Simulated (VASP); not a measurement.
# Rb (Fm-3m) in VASP: a series of runs

The runs below take Rb through single point, with r2SCAN.

Everything below comes from runs of VASP 6.6.1. Logs are shortened: lines on timing, memory, paths and dates and some standing lists are left out, and cuts for length are marked.

**1. The structure**

Symmetry: Fm-3m, No. 225, cubic system. The conventional cell has a = 7.280 Å, b = 7.280 Å, c = 7.280 Å, α = 90.00°, β = 90.00°, γ = 90.00°.

This isn't the form of Rb at room conditions, which is bcc.

**2. Single point, r2SCAN**

Input file INCAR:

```
SYSTEM = Rb
PREC = Accurate
ENCUT = 450
EDIFF = 0.001
ISMEAR = 1
SIGMA = 0.2
LREAL = .FALSE.
LASPH = .TRUE.
NELM = 100
ALGO = Normal
ISIF = 2
LWAVE = .FALSE.
LCHARG = .FALSE.
METAGGA = R2SCAN
LMIXTAU = .TRUE.
ADDGRID = .FALSE.
```

Input file KPOINTS:

```
regular mesh
0
G
  5 5 5
  0 0 0
```

Input file POSCAR:

```
Rb
1.0
    0.0790870000      3.6559800000      3.6130310000
    3.6559400000      0.0406780000      3.6514400000
    3.6810400000      3.7194890000      0.0155780000
Rb
1
Direct
   -0.0191540000      0.0033960000      0.0084760000
```

Potentials or basis: VASP PAW PBE potentials, release 64 (Rb_sv).

The run is started by

```sh
$ cat potpaw_PBE.64/Rb_sv/POTCAR > POTCAR
$ mpirun -np 1 vasp_std > vasp.out
```

OUTCAR:

```text
SYSTEM = Rb
   PREC = Accurate
   ENCUT = 450
   EDIFF = 0.001
   ISMEAR = 1
   LREAL = .FALSE.
   LASPH = .TRUE.
   NELM = 100
   ISIF = 2
   METAGGA = R2SCAN

 Found     63 irreducible k-points:

 Following reciprocal coordinates:
            Coordinates               Weight
  0.000000  0.000000  0.000000      1.000000
  0.200000 -0.000000  0.000000      2.000000
  0.400000  0.000000  0.000000      2.000000
  0.000000  0.200000  0.000000      2.000000
  0.200000  0.200000  0.000000      2.000000
  0.400000  0.200000  0.000000      2.000000
   k-points           NKPTS =     63   k-points in BZ     NKDIM =     63   number of bands    NBANDS=      8
   number of dos      NEDOS =    301   number of ions     NIONS =      1
   total plane-waves  NPLWV =  46656
   dimension x,y,z NGX =    36 NGY =   36 NGZ =   36
   dimension x,y,z NGXF=    72 NGYF=   72 NGZF=   72
   ions per type =               1
   NGX,Y,Z   is equivalent  to a cutoff of  11.64, 11.58, 11.44 a.u.
   NGXF,Y,Z  is equivalent  to a cutoff of  23.28, 23.16, 22.87 a.u.
 SYSTEM =  Rb
   PREC   = accura    normal or accurate (medium, high low for compatibility)
   ISTART =      0    job   : 0-new  1-cont  2-samecut
   ICHARG =      2    charge: 1-file 2-atom 10-const
   ISPIN  =      1    spin polarized calculation?
   LNONCOLLINEAR =      F non collinear calculations
   LSORBIT =      F    spin-orbit coupling
   LASPH  =      T    aspherical Exc in radial PAW
   ENCUT  =  450.0 eV  33.07 Ry    5.75 a.u.   8.89  8.94  9.05*2*pi/ulx,y,z
   NELM   =    100;   NELMIN=  2; NELMDL= -5     # of ELM steps
   EDIFF  = 0.1E-02   stopping-criterion for ELM
   LREAL  =      F    real-space projection
   EDIFFG = 0.1E-01   stopping-criterion for IOM
   NSW    =      0    number of steps for IOM
   IBRION =     -1    ionic relax: 0-MD 1-quasi-New 2-CG
   NFREE  =      0    steps in history (QN), initial steepest desc. (CG)
   ISIF   =      2    stress and relaxation
   ISYM   =      2    0-nonsym 1-usesym 2-fastsym
   POTIM  = 0.5000    time-step for ionic-motion
   TEBEG  =    0.0;   TEEND  =   0.0 temperature during run
   PSTRESS=    0.0 pullay stress
   NELECT =       9.0000    total number of electrons
   NUPDOWN=      -1.0000    fix difference up-down
   EMIN   =  10.00;   EMAX   =-10.00  energy-range for DOS
   EFERMI =   0.00;   METHOD = LEGACY
   ISMEAR =     1;   SIGMA  =   0.20  broadening in eV -4-tet -1-fermi 0-gaus
   EFERMI_NEDOS =   21; number of points for ismear=-14 and -15
   IALGO  =     38    algorithm
   IMIX   =      4    mixing-type and parameters
     AMIX     =   0.40;   BMIX     =  1.00
     AMIX_MAG =   1.60;   BMIX_MAG =  1.00
  volume/ion in A,a.u.               =      96.45       650.86
  Fermi-wavevector in a.u.,A,eV,Ry     =   0.742548  1.403213  7.501953  0.551378
  Thomas-Fermi vector in A             =   1.837453
   LORBIT       =      0    0 simple, 1 ext, 2 COOP (PROOUT), +10 PAW based schemes
   METAGGA = R2SCAN    functional components
   LHFCALC =     F    Hartree Fock is set to
   AEXX    =    0.0000 exact exchange contribution
   IVDW    =     0    specifies the selected vdW correction
   LEPSILON=     F    determine dielectric tensor
   LRPA    =     F    only Hartree local field effects (RPA)
 non-spin polarized calculation
 Methfessel and Paxton  Order N= 1 SIGMA  =   0.20
  energy-cutoff  :      450.00
  volume of cell :       96.45
 maximum number of plane-waves:      2106
   NGX = 17   NGY = 17   NGZ = 19

 number of electron       9.0000000 magnetization

 Free energy of the ion-electron system (eV)
  ---------------------------------------------------
  ext. energy  EPLUGINS =         0.00000000
  ---------------------------------------------------
  free energy    TOTEN  =       -13.94474393 eV

  energy without entropy =      -13.94766228  energy(sigma->0) =      -13.94571672

 E-fermi :   0.0665     XC(G=0):  -5.5832

 val. band max:        0.0276479297   @ k =   0.4000   0.4000   0.0000
 cond. band min:       0.3036977779   @ k =  -0.4000  -0.4000   0.4000
 fundamental gap:      0.2760498481
 Fermi energy:         0.0664909331

 k-point     1 :       0.0000    0.0000    0.0000
  band No.  band energies     occupation
      1     -30.1629      2.00000
      2     -13.6562      2.00000
      3     -13.6559      2.00000
      4     -13.6556      2.00000
      5      -2.0798      2.00000
      6       3.7666     -0.00000
      7       3.8689     -0.00000
      8       4.0186     -0.00000

 k-point     2 :       0.2000   -0.0000    0.0000
  band No.  band energies     occupation
      1     -30.1616      2.00000
      2     -13.6860      2.00000
      3     -13.6605      2.00000
      4     -13.6597      2.00000
      5      -1.6226      2.00000
      6       2.9100     -0.00000
      7       3.8704     -0.00000
      8       3.9912     -0.00000

 k-point     3 :       0.4000    0.0000    0.0000
  band No.  band energies     occupation
      1     -30.1596      2.00000
      2     -13.7334      2.00000
      3     -13.6679      2.00000
      4     -13.6661      2.00000
      5      -0.3967      2.00506
      6       1.2712     -0.00000
      7       3.5823     -0.00000
      8       3.7063     -0.00000

 k-point     4 :       0.0000    0.2000    0.0000
  band No.  band energies     occupation
      1     -30.1617      2.00000
      2     -13.6845      2.00000
      3     -13.6602      2.00000
      4     -13.6591      2.00000
      5      -1.6356      2.00000
      6       2.8268     -0.00000
      7       3.8438     -0.00000
      8       4.0930      0.00000

 k-point     5 :       0.2000    0.2000    0.0000
  band No.  band energies     occupation
      1     -30.1614      2.00000
      2     -13.6833      2.00000
      3     -13.6664      2.00000
      4     -13.6657      2.00000
      5      -1.4894      2.00000
      6       2.8972     -0.00000
      7       3.8060     -0.00000
      8       3.8619     -0.00000

 k-point     6 :       0.4000    0.2000    0.0000
  band No.  band energies     occupation
      1     -30.1597      2.00000
      2     -13.7183      2.00000
      3     -13.6759      2.00000
      4     -13.6740      2.00000
      5      -0.5266      2.00023
      6       1.9371     -0.00000
      7       2.8435     -0.00000
      8       3.8352     -0.00000

 [... further k-points ...]

------------------------ aborting loop because EDIFF is reached ----------------------------------------

  FORCE on cell =-STRESS in cart. coord.  units (eV):
  Direction    XX          YY          ZZ          XY          YZ          ZX
  --------------------------------------------------------------------------------------
  -------------------------------------------------------------------------------------
  Total        0.0002331     -0.0052148     -0.0024407     -0.0558581      0.0118513     -0.0303673
  in kB        0.0038716     -0.0866274     -0.0405452     -0.9279058      0.1968716     -0.5044565
  external PRESSURE =      -0.0411003 kB  Pullay stress =       0.0000000 kB

 VOLUME and BASIS-vectors are now :
 -----------------------------------------------------------------------------
  energy-cutoff  :      450.00
  volume of cell :       96.45
      direct lattice vectors                 reciprocal lattice vectors
     0.079087000  3.655980000  3.613031000    -0.140810279  0.138770703  0.139437870
     3.655940000  0.040678000  3.651440000     0.138745112 -0.137882505  0.136484505
     3.681040000  3.719489000  0.015578000     0.136888613  0.133960839 -0.138549672

 POSITION                                       TOTAL-FORCE (eV/Angst)
 -----------------------------------------------------------------------------------
      0.12119      3.61762      3.55636         0.000000      0.000000     -0.000000
 -----------------------------------------------------------------------------------
    total drift:                                0.000000      0.000000     -0.000000

  FREE ENERGIE OF THE ION-ELECTRON SYSTEM (eV)
  ---------------------------------------------------
  free  energy   TOTEN  =       -13.9447439333 eV

  energy  without entropy=      -13.9476622821  energy(sigma->0) =      -13.94571672
```

Run time: 73 s. Hardware: 1 thread of Intel Xeon 6975P-C (Granite Rapids), shared host; peak memory 0.22 GiB.

These settings aren't checked as converged: the numbers below hold their error.

What came out:

| Quantity | Value |
| --- | --- |
| Free energy | -13.9447 eV |
| Pressure | 0.0 GPa |
| Band gap on the k mesh | none (metal or under the smearing width) |

Caveat: the PAW data sets were made with another functional, which shifts forces and pressure a little.

**3. Single point, r2SCAN**

Edit INCAR of step 2 so:

```diff
@@ -3,3 +3,3 @@
 ENCUT = 450
-EDIFF = 0.001
+EDIFF = 1E-4
 ISMEAR = 1
```

KPOINTS is that of step 2.

Input file POSCAR:

```
Rb
1.0
    0.0000000000      3.6398846700      3.6398846700
    3.6398846700      0.0000000000      3.6398846700
    3.6398846700      3.6398846700      0.0000000000
Rb
1
Direct
    0.0000000000      0.0000000000      0.0000000000
```

Potentials or basis: VASP PAW PBE potentials, release 64 (Rb_sv).

The run is started by

```sh
$ cat potpaw_PBE.64/Rb_sv/POTCAR > POTCAR
$ mpirun -np 1 vasp_std > vasp.out
```

It took 20 s on 1 thread of Intel Xeon 6975P-C (Granite Rapids), shared host; peak memory 0.21 GiB.

The run converged, but some of its settings lie outside the range that counts as converged, so its numbers aren't taken as properties of the crystal.

What came out:

```yaml
Free_energy: -13.9461 eV
Pressure: -0.1 GPa
Band_gap_on_the_k_mesh: none (metal or under the smearing width)
```

Caveat: the PAW data sets were made with another functional, which shifts forces and pressure a little.

**4. For comparison**

An earlier run on the cell as given: functional PBE; potentials or basis VASP PAW PBE potentials, release 64 (Rb_sv); cutoff 520 eV; k mesh 6 × 6 × 6; occupations fermi-dirac, width 0.05 eV; no spin polarisation.

* Pressure: -0.1 GPa
* Band gap on the k mesh: none (metal or under the smearing width)
